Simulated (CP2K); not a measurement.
The system is Ag.

```
Ag
1.0
     2.88888    0.00000    0.00000
     1.44444    2.50185    0.00000
     1.44444    0.83395    2.35876
Ag
1
Direct
  0.00000 0.00000 0.00000
```

Base run:

```yaml
Program: CP2K 2026.2
Functional: RPBE
Potentials_or_basis: POTENTIAL_UZH Ag GTH-PBE-q11; TZVP-MOLOPT-PBE-GTH basis
Density_cutoff: 9184 eV
k_mesh: 11 × 11 × 11
Occupations: fermi-dirac, width 0.05 eV
Spin: no spin polarisation
```

Its results: band gap on the k mesh none (metal or under the smearing width); pressure 7.2 GPa.

**Question.** The run is repeated on the same cell with these changes: functional from RPBE to PBE. What comes out?

**Answer.** Band gap on the k mesh none (metal or under the smearing width); pressure 4.2 GPa.

PBE binds more tightly than RPBE, so the same cell stands under less pressure.

Caveats: the basis of atomic orbitals isn't converged, which shifts pressures, moduli and gaps; the potentials were made for another functional, which shifts forces and pressure (some runs).
